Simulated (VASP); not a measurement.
# CaSe (Fm-3m) in VASP: a series of runs

The runs below take CaSe through single point, with r2SCAN.

Everything below comes from runs of VASP 6.6.1. Logs are shortened: lines on timing, memory, paths and dates and some standing lists are left out, and cuts for length are marked.

### 1 The crystal as given

The structure is cubic, space group Fm-3m (No. 225). Conventional cell: a = 5.912 Å, b = 5.912 Å, c = 5.912 Å, α = 90.00°, β = 90.00°, γ = 90.00°. Se (site symmetry m-3m) is surrounded by 6 Ca at 2.96 Å. Ca (site symmetry m-3m) is surrounded by 6 Se at 2.96 Å.

### 2 Single point, r2SCAN

Contents of INCAR:

```
SYSTEM = CaSe
PREC = Accurate
ENCUT = 250
EDIFF = 1E-6
ISMEAR = 0
SIGMA = 0.05
LREAL = .FALSE.
LASPH = .TRUE.
NELM = 100
ALGO = Normal
ISIF = 2
LWAVE = .FALSE.
LCHARG = .FALSE.
METAGGA = R2SCAN
LMIXTAU = .TRUE.
ADDGRID = .FALSE.
```

Contents of KPOINTS:

```
regular mesh
0
G
  10 10 10
  0 0 0
```

Contents of POSCAR:

```
CaSe
1.0
    0.0000000000      2.9560000000      2.9560000000
    2.9560000000      0.0000000000      2.9560000000
    2.9560000000      2.9560000000      0.0000000000
Se Ca
1 1
Direct
    0.5137070000      0.4880300000      0.5023060000
    0.0084580000     -0.0027510000     -0.0091450000
```

Potentials or basis: VASP PAW PBE potentials, release 64 (Se, Ca_sv).

Command:

```
cat potpaw_PBE.64/Se/POTCAR potpaw_PBE.64/Ca_sv/POTCAR > POTCAR
mpirun -np 1 vasp_std > vasp.out
```

OUTCAR:

```text
SYSTEM = CaSe
   PREC = Accurate
   ENCUT = 250
   EDIFF = 1E-6
   ISMEAR = 0
   LREAL = .FALSE.
   LASPH = .TRUE.
   NELM = 100
   ISIF = 2
   METAGGA = R2SCAN

 Found    504 irreducible k-points:

 Following reciprocal coordinates:
            Coordinates               Weight
  0.000000  0.000000  0.000000      1.000000
  0.100000  0.000000  0.000000      2.000000
  0.000000  0.100000  0.000000      2.000000
  0.000000  0.000000  0.100000      2.000000
  0.100000  0.100000  0.100000      2.000000
  0.200000  0.000000  0.000000      2.000000
   k-points           NKPTS =    504   k-points in BZ     NKDIM =    504   number of bands    NBANDS=     12
   number of dos      NEDOS =    301   number of ions     NIONS =      2
   total plane-waves  NPLWV =  13824
   dimension x,y,z NGX =    24 NGY =   24 NGZ =   24
   dimension x,y,z NGXF=    48 NGYF=   48 NGZF=   48
   ions per type =               1   1
   NGX,Y,Z   is equivalent  to a cutoff of   9.54,  9.54,  9.54 a.u.
   NGXF,Y,Z  is equivalent  to a cutoff of  19.09, 19.09, 19.09 a.u.
 SYSTEM =  CaSe
   PREC   = accura    normal or accurate (medium, high low for compatibility)
   ISTART =      0    job   : 0-new  1-cont  2-samecut
   ICHARG =      2    charge: 1-file 2-atom 10-const
   ISPIN  =      1    spin polarized calculation?
   LNONCOLLINEAR =      F non collinear calculations
   LSORBIT =      F    spin-orbit coupling
   LASPH  =      T    aspherical Exc in radial PAW
   ENCUT  =  250.0 eV  18.37 Ry    4.29 a.u.   5.39  5.39  5.39*2*pi/ulx,y,z
   NELM   =    100;   NELMIN=  2; NELMDL= -5     # of ELM steps
   EDIFF  = 0.1E-05   stopping-criterion for ELM
   LREAL  =      F    real-space projection
   EDIFFG = 0.1E-04   stopping-criterion for IOM
   NSW    =      0    number of steps for IOM
   IBRION =     -1    ionic relax: 0-MD 1-quasi-New 2-CG
   NFREE  =      0    steps in history (QN), initial steepest desc. (CG)
   ISIF   =      2    stress and relaxation
   ISYM   =      2    0-nonsym 1-usesym 2-fastsym
   POTIM  = 0.5000    time-step for ionic-motion
   TEBEG  =    0.0;   TEEND  =   0.0 temperature during run
   PSTRESS=    0.0 pullay stress
   NELECT =      16.0000    total number of electrons
   NUPDOWN=      -1.0000    fix difference up-down
   EMIN   =  10.00;   EMAX   =-10.00  energy-range for DOS
   EFERMI =   0.00;   METHOD = LEGACY
   ISMEAR =     0;   SIGMA  =   0.05  broadening in eV -4-tet -1-fermi 0-gaus
   EFERMI_NEDOS =   21; number of points for ismear=-14 and -15
   IALGO  =     38    algorithm
   IMIX   =      4    mixing-type and parameters
     AMIX     =   0.40;   BMIX     =  1.00
     AMIX_MAG =   1.60;   BMIX_MAG =  1.00
  volume/ion in A,a.u.               =      25.83       174.30
  Fermi-wavevector in a.u.,A,eV,Ry     =   1.107645  2.093145 16.692666  1.226876
  Thomas-Fermi vector in A             =   2.244161
   LORBIT       =      0    0 simple, 1 ext, 2 COOP (PROOUT), +10 PAW based schemes
   METAGGA = R2SCAN    functional components
   LHFCALC =     F    Hartree Fock is set to
   AEXX    =    0.0000 exact exchange contribution
   IVDW    =     0    specifies the selected vdW correction
   LEPSILON=     F    determine dielectric tensor
   LRPA    =     F    only Hartree local field effects (RPA)
 non-spin polarized calculation
 Gauss-broadening in eV      SIGMA  =   0.05
  energy-cutoff  :      250.00
  volume of cell :       51.66
 maximum number of plane-waves:       483
 NGX is ok and might be reduce to    24
   NGX = 11   NGY = 11   NGZ = 11

 number of electron      16.0000001 magnetization

 Free energy of the ion-electron system (eV)
  ---------------------------------------------------
  ext. energy  EPLUGINS =         0.00000000
  ---------------------------------------------------
  free energy    TOTEN  =       -25.99561552 eV

  energy without entropy =      -25.99561552  energy(sigma->0) =      -25.99561552

 E-fermi :   2.5424     XC(G=0):  -9.5871

 val. band max:        2.1919781318   @ k =   0.0000   0.0000   0.0000
 cond. band min:       4.6879104902   @ k =   0.5000   0.0000   0.5000
 fundamental gap:      2.4959323584
 Fermi energy:         2.5423993565

 k-point     1 :       0.0000    0.0000    0.0000
  band No.  band energies     occupation
      1     -39.0911      2.00000
      2     -19.2058      2.00000
      3     -19.2052      2.00000
      4     -19.2051      2.00000
      5     -10.0019      2.00000
      6       2.1901      2.00000
      7       2.1919      2.00000
      8       2.1920      2.00000
      9       6.3628      0.00000
     10       6.4317      0.00000
     11       6.4369      0.00000
     12       6.4383      0.00000

 k-point     2 :       0.1000    0.0000    0.0000
  band No.  band energies     occupation
      1     -39.0905      2.00000
      2     -19.2168      2.00000
      3     -19.2063      2.00000
      4     -19.2059      2.00000
      5      -9.9395      2.00000
      6       1.6920      2.00000
      7       2.0369      2.00000
      8       2.0397      2.00000
      9       6.4022      0.00000
     10       6.5746      0.00000
     11       6.5754      0.00000
     12       6.9543      0.00000

 k-point     3 :       0.0000    0.1000    0.0000
  band No.  band energies     occupation
      1     -39.0905      2.00000
      2     -19.2169      2.00000
      3     -19.2063      2.00000
      4     -19.2058      2.00000
      5      -9.9395      2.00000
      6       1.6930      2.00000
      7       2.0364      2.00000
      8       2.0386      2.00000
      9       6.4039      0.00000
     10       6.5730      0.00000
     11       6.5766      0.00000
     12       6.9576      0.00000

 k-point     4 :       0.0000    0.0000    0.1000
  band No.  band energies     occupation
      1     -39.0905      2.00000
      2     -19.2169      2.00000
      3     -19.2061      2.00000
      4     -19.2059      2.00000
      5      -9.9395      2.00000
      6       1.6938      2.00000
      7       2.0366      2.00000
      8       2.0372      2.00000
      9       6.4050      0.00000
     10       6.5729      0.00000
     11       6.5764      0.00000
     12       6.9603      0.00000

 k-point     5 :       0.1000    0.1000    0.1000
  band No.  band energies     occupation
      1     -39.0905      2.00000
      2     -19.2169      2.00000
      3     -19.2062      2.00000
      4     -19.2058      2.00000
      5      -9.9395      2.00000
      6       1.6925      2.00000
      7       2.0366      2.00000
      8       2.0392      2.00000
      9       6.4033      0.00000
     10       6.5733      0.00000
     11       6.5764      0.00000
     12       6.9559      0.00000

 k-point     6 :       0.2000    0.0000    0.0000
  band No.  band energies     occupation
      1     -39.0889      2.00000
      2     -19.2466      2.00000
      3     -19.2080      2.00000
      4     -19.2077      2.00000
      5      -9.7701      2.00000
      6       0.7169      2.00000
      7       1.6895      2.00000
      8       1.6918      2.00000
      9       6.4326      0.00000
     10       6.9379      0.00000
     11       6.9390      0.00000
     12       7.9966      0.00000

 [... further k-points ...]
[... 5 lines left out ...]
  --------------------------------------------------------------------------------------
  -------------------------------------------------------------------------------------
  Total        0.2093655      0.2653129      0.2109843     -0.0018927      0.0028177     -0.0004541
  in kB        6.4934027      8.2285936      6.5436104     -0.0587027      0.0873903     -0.0140848
  external PRESSURE =       7.0885356 kB  Pullay stress =       0.0000000 kB

 VOLUME and BASIS-vectors are now :
 -----------------------------------------------------------------------------
  energy-cutoff  :      250.00
  volume of cell :       51.66
      direct lattice vectors                 reciprocal lattice vectors
     0.000000000  2.956000000  2.956000000    -0.169147497  0.169147497  0.169147497
     2.956000000  0.000000000  2.956000000     0.169147497 -0.169147497  0.169147497
     2.956000000  2.956000000  0.000000000     0.169147497  0.169147497 -0.169147497

 POSITION                                       TOTAL-FORCE (eV/Angst)
 -----------------------------------------------------------------------------------
      2.92743      3.00333      2.96113        -0.023444     -0.170515      0.040799
      5.87684      2.95397      2.97287         0.023444      0.170515     -0.040799
 -----------------------------------------------------------------------------------
    total drift:                                0.001167     -0.006077     -0.005386

  FREE ENERGIE OF THE ION-ELECTRON SYSTEM (eV)
  ---------------------------------------------------
  free  energy   TOTEN  =       -25.9956155231 eV

  energy  without entropy=      -25.9956155231  energy(sigma->0) =      -25.99561552
```

stdout:

```text
POSCAR found type information on POSCAR SeCa
 POSCAR found :  2 types and       2 ions
 scaLAPACK will be used
 -----------------------------------------------------------------------------
|                                                                             |
|                                                                             |
|     You enforced a specific xc type in the INCAR file but a different       |
|     I HOPE YOU KNOW WHAT YOU ARE DOING!                                     |
|                                                                             |
 -----------------------------------------------------------------------------

 LDA part: xc-table for (None), standard interpolation
 POSCAR, INCAR and KPOINTS ok, starting setup
 FFT: planning ... GRIDC
 FFT: planning ... GRID_SOFT
 FFT: planning ... GRID
 WAVECAR not read
 entering main loop
```

It took 4 min on 1 thread of Intel Xeon Platinum 8488C (Sapphire Rapids), shared host; peak memory 0.24 GiB.

The run converged, but a check on its numbers failed (symmetry, net force, bounds or a known fault of this set-up), so they aren't taken as properties of the crystal.

Caveat: the cutoff lies under the usual one of these potentials, so the numbers hold a large basis-set error; the PAW data sets were made with another functional, which shifts forces and pressure a little.

### 3 Single point, r2SCAN

INCAR, as its differences from that of step 2:

```diff
@@ -2,3 +2,3 @@
 PREC = Accurate
-ENCUT = 250
+ENCUT = 700
 EDIFF = 1E-6
```

Contents of KPOINTS:

```
regular mesh
0
G
  6 6 6
  0 0 0
```

Contents of POSCAR:

```
CaSe
1.0
    0.0000000000      2.9560000000      2.9560000000
    2.9560000000      0.0000000000      2.9560000000
    2.9560000000      2.9560000000      0.0000000000
Se Ca
1 1
Direct
    0.5000000000      0.5000000000      0.5000000000
    0.0000000000      0.0000000000      0.0000000000
```

Potentials or basis: VASP PAW PBE potentials, release 64 (Se, Ca_sv).

Command:

```
cat potpaw_PBE.64/Se/POTCAR potpaw_PBE.64/Ca_sv/POTCAR > POTCAR
mpirun -np 1 vasp_std > vasp.out
```

It took 44 s on 1 thread of Intel Xeon Platinum 8488C (Sapphire Rapids), shared host; peak memory 0.22 GiB.

The run converged, but some of its settings lie outside the range that counts as converged, so its numbers aren't taken as properties of the crystal.

Results:

```yaml
Free_energy: -25.9796 eV
Pressure: 0.9 GPa
Band_gap_on_the_k_mesh: 2.49 eV, indirect (least direct gap 3.44 eV)
```

Caveat: the PAW data sets were made with another functional, which shifts forces and pressure a little.

### 4 Single point, r2SCAN

INCAR is that of step 3.

KPOINTS is that of step 3.

Contents of POSCAR:

```
CaSe
1.0
    0.0000000000      2.9560000000      2.9560000000
    2.9560000000      0.0000000000      2.9560000000
    2.9560000000      2.9560000000      0.0000000000
Se Ca
1 1
Direct
    0.5137070000      0.4880300000      0.5023060000
    0.0084580000     -0.0027510000     -0.0091450000
```

Command:

```
cat potpaw_PBE.64/Se/POTCAR potpaw_PBE.64/Ca_sv/POTCAR > POTCAR
mpirun -np 1 vasp_std > vasp.out
```

Wall time 3.9 min (1 thread of Intel Xeon Platinum 8488C (Sapphire Rapids), shared host); peak memory 0.3 GiB.

These settings aren't checked as converged: the numbers below hold their error.

Results:

| Item | Value |
| --- | --- |
| Free energy | -25.9751 eV |
| Pressure | 0.9 GPa |
| Largest force | 0.177 eV/Å |
| Band gap on the k mesh | 2.49 eV, indirect (least direct gap 3.44 eV) |

Caveat: the PAW data sets were made with another functional, which shifts forces and pressure a little.
